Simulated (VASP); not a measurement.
**VASP 6.6.1 run: AlN**

INCAR

```
ENCUT = 520
ISMEAR = 2
LCHARG = .FALSE.
NELM = 64
EDIFF = 1E-7
IBRION = -1
NSW = 0
ALGO = Normal
METAGGA = R2SCAN
LASPH = .TRUE.
LWAVE = .FALSE.
SIGMA = 0.8
PREC = Accurate
LREAL = .FALSE.
NBANDS = 11
ISIF = 2
```

KPOINTS

```
KPOINTS created by Atomic Simulation Environment
0
Gamma
10 10 10
0 0 0
```

POSCAR

```
Al N
 1.0000000000000000
     0.0000000000000000    1.9583023921000000    1.9583023921000000
     1.9583023921000000    0.0000000000000000    1.9583023921000000
     1.9583023921000000    1.9583023921000000    0.0000000000000000
 Al  N
   1   1
Cartesian
  0.0000000000000000  0.0000000000000000  0.0000000000000000
  1.9583023921000000  1.9583023921000000  1.9583023921000000
```

The recommended PBE PAW datasets give the neutral cell 8 valence electrons.

Command

```
mpirun -np 1 vasp_std
```

OSZICAR

```
N       E                     dE             d eps       ncg     rms          rms(c)
DAV:   1     0.566497535268E+01    0.56650E+01   -0.40572E+03  1066   0.637E+02
DAV:   2    -0.217701706186E+02   -0.27435E+02   -0.26621E+02  1275   0.148E+02
DAV:   3    -0.224514236417E+02   -0.68125E+00   -0.68029E+00  1251   0.216E+01
DAV:   4    -0.224540920900E+02   -0.26684E-02   -0.26682E-02  1184   0.145E+00
DAV:   5    -0.224541152755E+02   -0.23185E-04   -0.23186E-04  1214   0.128E-01    0.843E+00
DAV:   6    -0.187238111287E+02    0.37303E+01   -0.51492E+00  1112   0.127E+01    0.393E+00
DAV:   7    -0.187563264915E+02   -0.32515E-01   -0.48610E-01  1175   0.487E+00    0.216E+00
DAV:   8    -0.187750359270E+02   -0.18709E-01   -0.36286E-02  1121   0.146E+00    0.176E-01
DAV:   9    -0.187750144834E+02    0.21444E-04   -0.15033E-03  1254   0.272E-01    0.871E-02
DAV:  10    -0.187751933509E+02   -0.17887E-03   -0.23354E-04  1157   0.125E-01    0.438E-02
DAV:  11    -0.187751768206E+02    0.16530E-04   -0.25070E-05  1221   0.311E-02    0.663E-03
DAV:  12    -0.187751772251E+02   -0.40448E-06   -0.95319E-07  1145   0.902E-03    0.193E-03
DAV:  13    -0.187751777213E+02   -0.49617E-06   -0.16837E-08   628   0.112E-03    0.651E-04
DAV:  14    -0.187751776085E+02    0.11277E-06   -0.24243E-09   586   0.435E-04    0.303E-04
DAV:  15    -0.187751775881E+02    0.20409E-07   -0.48179E-10   586   0.191E-04
   1 F= -.18775178E+02 E0= -.18776474E+02  d E =0.518632E-02
```

Standard output (part)

```
POSCAR found type information on POSCAR AlN
 POSCAR found :  2 types and       2 ions
 LDA part: xc-table for (None), standard interpolation
 POSCAR, INCAR and KPOINTS ok, starting setup
 WAVECAR not read
 entering main loop
```

From OUTCAR

```
k-points           NKPTS =     47   k-points in BZ     NKDIM =     47   number of bands    NBANDS=     11

   NELECT =       8.0000    total number of electrons

   dimension x,y,z NGX =    24 NGY =   24 NGZ =   24
   dimension x,y,z NGXF=    48 NGYF=   48 NGZF=   48

  energy-cutoff  :      520.00
  volume of cell :       15.02
      direct lattice vectors                 reciprocal lattice vectors
     0.000000000  1.958302392  1.958302392    -0.255323183  0.255323183  0.255323183
     1.958302392  0.000000000  1.958302392     0.255323183 -0.255323183  0.255323183
     1.958302392  1.958302392  0.000000000     0.255323183  0.255323183 -0.255323183

 k-points in reciprocal lattice and weights: KPOINTS created by Atomic Simulation Env
   0.00000000  0.00000000  0.00000000       0.001
   0.10000000  0.00000000  0.00000000       0.008
   0.20000000  0.00000000  0.00000000       0.008
   0.30000000  0.00000000  0.00000000       0.008
   0.40000000  0.00000000  0.00000000       0.008
   0.50000000  0.00000000  0.00000000       0.004
   0.10000000  0.10000000  0.00000000       0.006
   0.20000000  0.10000000  0.00000000       0.024
   ...

 E-fermi :  11.1777

 k-point     1 :       0.0000    0.0000    0.0000
  band No.  band energies     occupation
      1      -8.2628      2.00000
      2      11.0519      1.32655
      3      11.0519      1.32655
      4      11.0519      1.32655
      5      19.0744      0.00000
      6      24.2850      0.00000
      7      24.2850      0.00000
      8      24.2850      0.00000
      9      30.3467      0.00000
     10      30.3824      0.00000
     11      30.3824      0.00000

 k-point     2 :       0.1000    0.0000    0.0000
  band No.  band energies     occupation
      1      -8.0341      2.00000
      2      10.0013      2.02626
      3      10.8977      1.67451
      4      10.8977      1.67451
      5      19.6415      0.00000
      6      23.4766      0.00000
      7      24.6587      0.00000
      8      24.6587      0.00000
      9      29.2283      0.00000
     10      29.2283      0.00000
     11      31.9458      0.00000

 k-point     3 :       0.2000    0.0000    0.0000
  band No.  band energies     occupation
      1      -7.3691      2.00000
      2       7.6775      2.00000
      3      10.5247      2.08680
      4      10.5247      2.08679
      5      19.9124      0.00000
      6      23.4766      0.00000
      7      25.1325      0.00000
      8      25.1325      0.00000
      9      28.5750      0.00000
     10      28.5750      0.00000
     11      31.7110      0.00000

 k-point     4 :       0.3000    0.0000    0.0000
  band No.  band energies     occupation
      1      -6.3493      2.00000
      2       5.0957      2.00000
      3      10.1129      2.05056
      4      10.1129      2.05056
      5      19.2801      0.00000
      6      24.6350      0.00000
      7      24.6350      0.00000
      8      25.0181      0.00000
      9      30.1025      0.00000
     10      30.1025      0.00000
     11      30.7411      0.00000

 k-point     5 :       0.4000    0.0000    0.0000
  band No.  band energies     occupation
      1      -5.2134      2.00000
      2       2.9128      2.00000
      3       9.8106      1.99940
      4       9.8106      1.99940
      5      18.7735      0.00000
      6      24.0178      0.00000
      7      24.0178      0.00000
      8      26.5491      0.00000
      9      30.0088      0.00000
     10      32.6372      0.00000
     11      32.6372      0.00000

 ...

  Total        2.7386761      2.7386761      2.7386761      0.0000000      0.0000000     -0.0000000
  in kB      292.1339255    292.1339255    292.1339255      0.0000000      0.0000000     -0.0000000
  external PRESSURE =     292.1339255 kB  Pullay stress =       0.0000000 kB

 POSITION                                       TOTAL-FORCE (eV/Angst)
 -----------------------------------------------------------------------------------
      0.00000      0.00000      0.00000         0.000000     -0.000000      0.000000
      1.95830      1.95830      1.95830        -0.000000      0.000000     -0.000000
 -----------------------------------------------------------------------------------
    total drift:                               -0.000000     -0.000000      0.000000

  FREE ENERGIE OF THE ION-ELECTRON SYSTEM (eV)
  ---------------------------------------------------
  free  energy   TOTEN  =       -18.7751775881 eV

  energy  without entropy=      -18.7803639107  energy(sigma->0) =      -18.77647417
```

It converged. Results: gap between bands v and c on the k mesh 5.81 eV; least direct gap on the k mesh 8.02 eV; pressure 29.2 GPa. Band v is the last that the valence electrons fill when counted band by band, and c is the next.

One setting is odd (smearing far too wide), but here it hardly changes the result.

On sound settings r²SCAN gives a gap of 5.81 eV on its mesh and a pressure of 29.3 GPa for the intended cell. This run's energy (σ→0) differs from it by 0 meV an atom.

The run took about 28 s on one core of a shared host (Intel Xeon Platinum 8488C) and held 0.14 GiB at most.
